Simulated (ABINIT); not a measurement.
# ZnS (F-43m) in ABINIT: notebook, part 3 of 3

ABINIT 10.8.3 (patched build). Earlier steps stand in the parts before.

## (5) Single point, r2SCAN

The input, run.abi:

```
# Pseudopotentials
pp_dirpath "./"
pseudos "Zn.GGA_PBE-JTH.xml, S.GGA_PBE-JTH.xml"

# Structure
acell 7.2210310021 7.2210310021 7.2210310021
rprim
     0.0000000000     0.7071067812     0.7071067812
     0.7071067812     0.0000000000     0.7071067812
     0.7071067812     0.7071067812     0.0000000000
ntypat 2
znucl 30 16
natom 2
typat 1 2
xred
     0.7500000000     0.7500000000     0.7500000000
     0.0000000000     0.0000000000     0.0000000000

# Plane-wave basis
ecut 24.0
pawecutdg 46.0

# k points
kptopt 1
ngkpt 7 7 7
nshiftk 1
shiftk 0.0 0.0 0.0

# Exchange and correlation
ixc -497498
usekden 1
pawxcdev 0

# Bands and occupations
nband 13
occopt 3
tsmear 0.00183747

# SCF cycle
nstep 100
tolvrs 1.0e-8

# Output
iomode 3
prtwf 0
prtden 0
prteig 0
prtebands 0
enunit 1
```

Potentials or basis: JTH PAW PBE v2.0.

Command:

```console
> abinit run.abi > log 2>&1
```

run.abo:

```text
.Version 10.8.3 of ABINIT
 Symmetries : space group F-4 3 m (#216); Bravais cF (face-center cubic)
================================================================================
 Values of the parameters that define the memory need of the present run
     intxc =       0    ionmov =       0      iscf =      17    lmnmax =      18
     lnmax =       6     mgfft =      32  mpssoang =       3    mqgrid =    3001
     natom =       2  nloc_mem =       2    nspden =       1   nspinor =       1
    nsppol =       1      nsym =      24    n1xccc =       1    ntypat =       2
    occopt =       3   xclevel =       2
       mpw =        1508          nfft =       32768          nkpt =          20
 PAW method is used; the additional fine FFT grid is defined by:
   mgfftf=        48    nfftf =    110592
================================================================================
================================================================================

--------------------------------------------------------------------------------
------------- Echo of variables that govern the present computation ------------
--------------------------------------------------------------------------------
 -outvars: echo values of preprocessed input variables --------
            acell      7.2210310021E+00  7.2210310021E+00  7.2210310021E+00 Bohr
              amu      6.53900000E+01  3.20660000E+01
             ecut      2.40000000E+01 Hartree
           enunit           1
              ixc     -497498
         kptrlatt        7    0    0      0    7    0      0    0    7
          kptrlen      5.05472170E+01
            natom           2
            nband          13
            ngfft          32      32      32
          ngfftdg          48      48      48
             nkpt          20
            nstep         100
             nsym          24
           ntypat           2
           occopt           3
        pawecutdg      4.60000000E+01 Hartree
         pawxcdev           0
           prtden           0
        prtebands           0
           prteig           0
          prtkden           1
            prtwf           0
            rprim      0.0000000000E+00  7.0710678120E-01  7.0710678120E-01
                       7.0710678120E-01  0.0000000000E+00  7.0710678120E-01
                       7.0710678120E-01  7.0710678120E-01  0.0000000000E+00
          spgroup         216
           tolvrs      1.00000000E-08
           tsmear      1.83747000E-03 Hartree
            typat      1  2
          usekden           1
           useylm           1
           xangst      4.0529999973E+00  4.0529999973E+00  4.0529999973E+00
                       0.0000000000E+00  0.0000000000E+00  0.0000000000E+00
            xcart      7.6590599833E+00  7.6590599833E+00  7.6590599833E+00
                       0.0000000000E+00  0.0000000000E+00  0.0000000000E+00
             xred      7.5000000000E-01  7.5000000000E-01  7.5000000000E-01
                       0.0000000000E+00  0.0000000000E+00  0.0000000000E+00
            znucl       30.00000   16.00000

================================================================================

 chkinp: Checking input parameters for consistency.

================================================================================
== DATASET  1 ==================================================================

--- !DatasetInfo
iteration_state: {dtset: 1, }
dimensions: {natom: 2, nkpt: 20, mband: 13, nsppol: 1, nspinor: 1, nspden: 1, mpw: 1508, }
cutoff_energies: {ecut:  24.0, pawecutdg:  46.0, }
electrons: {nelect:   1.80000000E+01, charge:   0.00000000E+00, occopt:   3.00000000E+00, tsmear:   1.83747000E-03, }
meta: {optdriver: 0, ionmov: 0, optcell: 0, iscf: 17, paral_kgb: 0, }
...

 Real(R)+Recip(G) space primitive vectors, cartesian coordinates (Bohr,Bohr^-1):
[... 111 lines left out ...]
- [  1.99560760E-05,   0.00000000E+00,   0.00000000E+00, ]
- [  0.00000000E+00,   1.99560760E-05,   0.00000000E+00, ]
- [  0.00000000E+00,   0.00000000E+00,   1.99560760E-05, ]
pressure_GPa:  -5.8713E-01
xred      :
- [  7.5000E-01,   7.5000E-01,   7.5000E-01, Zn]
- [  0.0000E+00,   0.0000E+00,   0.0000E+00,  S]
cartesian_forces: # hartree/bohr
- [  1.13655960E-45,   2.63672555E-29,  -1.13655960E-45, ]
- [ -1.13655960E-45,  -2.63672555E-29,   1.13655960E-45, ]
force_length_stats: {min:   2.63672555E-29, max:   2.63672555E-29, mean:   2.63672555E-29, }
...

 Integrated electronic density in atomic spheres:
 ------------------------------------------------
 Atom  Sphere_radius  Integrated_density
    1        2.30770         10.78339688
    2        1.90380          3.60755923

================================================================================

 ----iterations are completed or convergence reached----

 Mean square residual over all n,k,spin=   10.850E-10; max=  27.773E-08
 reduced coordinates (array xred) for    2 atoms
       0.750000000000      0.750000000000      0.750000000000
       0.000000000000      0.000000000000      0.000000000000
 rms dE/dt=  1.5546E-28; max dE/dt=  2.6926E-28; dE/dt below (all hartree)
    1       0.000000000000      0.000000000000      0.000000000000
    2       0.000000000000      0.000000000000      0.000000000000

 cartesian coordinates (angstrom) at end:
    1      4.05299999733097     4.05299999733097     4.05299999733097
    2      0.00000000000000     0.00000000000000     0.00000000000000

 cartesian forces (hartree/bohr) at end:
    1      0.00000000000000     0.00000000000000    -0.00000000000000
    2     -0.00000000000000    -0.00000000000000     0.00000000000000
 frms,max,avg= 1.5223142E-29 2.6367256E-29   0.000E+00  0.000E+00  0.000E+00 h/b

 cartesian forces (eV/Angstrom) at end:
    1      0.00000000000000     0.00000000000000    -0.00000000000000
    2     -0.00000000000000    -0.00000000000000     0.00000000000000
 frms,max,avg= 7.8280544E-28 1.3558588E-27   0.000E+00  0.000E+00  0.000E+00 e/A
 length scales=  7.221031002100  7.221031002100  7.221031002100 bohr
              =  3.821205042943  3.821205042943  3.821205042943 angstroms
 Fermi (or HOMO) energy (eV) =   6.46150   Average Vxc (eV)=  -9.80065
 Eigenvalues (   eV  ) for nkpt=  20  k points:
 kpt#   1, nband= 13, wtk=  0.00292, kpt=  0.0000  0.0000  0.0000 (reduced coord)
  -8.64939   -1.46723   -1.46723   -1.46723   -0.91719   -0.91719    5.03984    5.03984
   5.03984    7.68301   11.91632   11.91632   11.91632
 prteigrs : prtvol=0 or 1, do not print more k-points.

--- !EnergyTerms
iteration_state     : {dtset: 1, }
comment             : Components of total free energy in Hartree
kinetic             :  1.09956015307233E+01
hartree             :  2.12956144868284E+01
xc                  : -5.15154620071351E+00
Ewald energy        : -4.60608394705395E+01
psp_core            :  7.76162074695155E-01
local_psp           : -7.46399736926500E+01
PAW spherical_terms :  2.69527231365709E+01
internal            : -6.58322581350851E+01
'-kT*entropy'       : -5.57973804222819E-15
total_energy        : -6.58322581350851E+01
total_energy_eV     : -1.79138700355893E+03
...

--- !EnergyTermsDC
iteration_state     : {dtset: 1, }
comment             : '"Double-counting" decomposition of free energy'
band_energy         : -4.07413834300280E-01
Ewald energy        : -4.60608394705395E+01
psp_core            :  7.76162074695155E-01
xc_dc               : -2.04915607393695E+01
PAW spherical_terms :  3.51383386105146E-01
internal            : -6.58322685834090E+01
'-kT*entropy'       : -5.57973804222819E-15
total_energy_dc     : -6.58322685834090E+01
total_energy_dc_eV  : -1.79138728787230E+03
...

--- !EnergyTermsWithPAWCore
iteration_state     : {dtset: 1, }
comment             : 'Components of total free energy, including PAW core contributions'
Total energy        : -2.19570934348401E+03
Total energy DC     : -2.19570935393233E+03
Total energy (eV)   : -5.97482950294527E+04
Total energy DC (eV): -5.97482953137661E+04
...

 Cartesian components of stress tensor (hartree/bohr^3)
  sigma(1 1)=  1.99560760E-05  sigma(3 2)=  0.00000000E+00
  sigma(2 2)=  1.99560760E-05  sigma(3 1)=  0.00000000E+00
  sigma(3 3)=  1.99560760E-05  sigma(2 1)=  0.00000000E+00

-Cartesian components of stress tensor (GPa)         [Pressure= -5.8713E-01 GPa]
- sigma(1 1)=  5.87128026E-01  sigma(3 2)=  0.00000000E+00
- sigma(2 2)=  5.87128026E-01  sigma(3 1)=  0.00000000E+00
- sigma(3 3)=  5.87128026E-01  sigma(2 1)=  0.00000000E+00

== END DATASET(S) ==============================================================
================================================================================

 -outvars: echo values of variables after computation  --------
            acell      7.2210310021E+00  7.2210310021E+00  7.2210310021E+00 Bohr
           etotal     -6.5832268583E+01
            fcart      1.1365595977E-45  2.6367255535E-29 -1.1365595977E-45
                      -1.1365595977E-45 -2.6367255535E-29  1.1365595977E-45
            rprim      0.0000000000E+00  7.0710678120E-01  7.0710678120E-01
                       7.0710678120E-01  0.0000000000E+00  7.0710678120E-01
                       7.0710678120E-01  7.0710678120E-01  0.0000000000E+00
           strten      1.9956076000E-05  1.9956076000E-05  1.9956076000E-05
                       0.0000000000E+00  0.0000000000E+00  0.0000000000E+00
           xangst      4.0529999973E+00  4.0529999973E+00  4.0529999973E+00
                       0.0000000000E+00  0.0000000000E+00  0.0000000000E+00
             xred      7.5000000000E-01  7.5000000000E-01  7.5000000000E-01
                       0.0000000000E+00  0.0000000000E+00  0.0000000000E+00
 Calculation completed.
```

It took 88 s on 1 thread of Intel Xeon 6975P-C (Granite Rapids), shared host; peak memory 0.14 GiB.

Results:

```yaml
Free_energy: -1791.3873 eV
Pressure: -0.6 GPa
Band_gap_on_the_k_mesh: 2.64 eV, direct
Valence_electrons_inside_the_program's_atomic_spheres: Zn 10.78; S 3.61
```

Levels at points of the mesh, in eV from the valence-band top:
```
           k point  band 7  band 8  band 9  band 10  band 11  band 12
(0.00, 0.00, 0.00)    0.00    0.00    0.00     2.64     6.88     6.88
```

Caveat: totals of a meta-GGA on PAW files have another zero than those of a GGA; the PAW data sets were made with another functional, which shifts forces and pressure a little.

## (6) Single point, PBEsol

The input, run.abi:

```
# Pseudopotentials
pp_dirpath "./"
pseudos "Zn.GGA_PBE-JTH.xml, S.GGA_PBE-JTH.xml"

# Structure
acell 3.8212050455 3.8212050455 3.8212050455 Angstrom
rprim
     0.0000000000     0.7071067812     0.7071067812
     0.7071067812     0.0000000000     0.7071067812
     0.7071067812     0.7071067812     0.0000000000
ntypat 2
znucl 30 16
natom 2
typat 1 2
xcart
     7.6590599831     7.6590599831     7.6590599831
     0.0000000000     0.0000000000     0.0000000000

# Plane-wave basis
ecut 20.0
pawecutdg 40.0

# k points
kptopt 1
ngkpt 12 12 12
nshiftk 1
shiftk 0.0 0.0 0.0

# Exchange and correlation
ixc -116133

# Bands and occupations
nband 13
occopt 3
tsmear 0.00183747

# SCF cycle
nstep 100
tolvrs 1.0e-9

# Output
iomode 3
prtwf 0
prteig 0
prtebands 0
enunit 2
prtden 1
prtvha 1
prtvclmb 1
prtpot 1
```

Potentials or basis: JTH PAW PBE v2.0.

Command:

```console
> abinit run.abi > log 2>&1
```

It took 54 s on 1 thread of Intel Xeon 6975P-C (Granite Rapids), shared host; peak memory 0.14 GiB.

It converged, with:

```yaml
Free_energy: -2031.7317 eV
Band_gap_on_the_k_mesh: 1.96 eV, direct
Valence_electrons_inside_the_program's_atomic_spheres: Zn 10.79; S 3.59
```

Levels at points of the mesh, in eV from the valence-band top:
| k point | band 7 | band 8 | band 9 | band 10 | band 11 | band 12 |
| --- | --- | --- | --- | --- | --- | --- |
| (0.00, 0.00, 0.00) | 0.00 | 0.00 | 0.00 | 1.96 | 6.27 | 6.27 |
| (0.50, 0.00, 0.00) | -5.37 | -0.88 | -0.88 | 3.17 | 6.79 | 6.79 |
| (0.50, 0.50, 0.00) | -4.61 | -2.25 | -2.25 | 3.23 | 3.95 | 10.81 |

Caveat: the cutoff is too short for stress, so the log's stress isn't used; the PAW data sets were made with another functional, which shifts forces and pressure a little.

## (7) Summary

| level | k mesh | cutoff (eV) | fine-grid cutoff | mesh quality | gap on the mesh (eV) |
| --- | --- | --- | --- | --- | --- |
| PBE | 5 × 5 × 5 | 544 | 1088.46 eV | not flagged | 2.09 |
| PBE | 7 × 7 × 7 | 544 | 1088.46 eV | not flagged | 2.10 |
| PBE | 4 × 4 × 4 | 544 | 1088.46 eV | coarse | 2.09 |
| r2SCAN | 7 × 7 × 7 | 653 | 1251.72 eV | not flagged | 2.64 |
| PBEsol | 12 × 12 × 12 | 544 | 1088.46 eV | not flagged | 1.96 |

Alike in all rows: task single point; potentials or basis JTH PAW PBE v2.0; no spin polarisation; cell as given; smearing fermi-dirac 0.05 eV.

Caveats: some runs use coarse meshes; the PAW data sets were made with another functional, which shifts forces and pressure a little (some runs); totals of a meta-GGA on PAW files have another zero than those of a GGA (some runs).

Absolute energies hang on the potentials; compare differences alone.

## (8) How close it comes

Step 2. A measured gap of ZnS is 3.85 eV (direct; 19 K; quoted in “Electronic, vibrational, and thermodynamic properties of ZnS (zincblende and rocksalt structure)”, 2009, arxiv:0911.5022); the calculated 2.09 eV misses it by -1.76 eV. The value is that of PBE, without temperature or zero-point motion. Semilocal functionals fall short of measured gaps as a rule.

Step 3. Against the measured gap of ZnS, 3.85 eV (direct; 19 K; quoted in “Electronic, vibrational, and thermodynamic properties of ZnS (zincblende and rocksalt structure)”, 2009, arxiv:0911.5022), the calculated 2.10 eV is off by -1.75 eV. The value is that of PBE, without temperature or zero-point motion. Semilocal functionals fall short of measured gaps as a rule.

Step 5. Measured gap of ZnS: 3.85 eV (direct; 19 K; quoted in “Electronic, vibrational, and thermodynamic properties of ZnS (zincblende and rocksalt structure)”, 2009, arxiv:0911.5022). This calculation gives 2.64 eV (-1.21 eV). The value is that of r2SCAN, without temperature or zero-point motion.

Step 6. A measured gap of ZnS is 3.85 eV (direct; 19 K; quoted in “Electronic, vibrational, and thermodynamic properties of ZnS (zincblende and rocksalt structure)”, 2009, arxiv:0911.5022); the calculated 1.96 eV misses it by -1.89 eV. The value is that of PBEsol on a finite k mesh, which can miss the band edges, without temperature or zero-point motion. Semilocal functionals fall short of measured gaps as a rule.
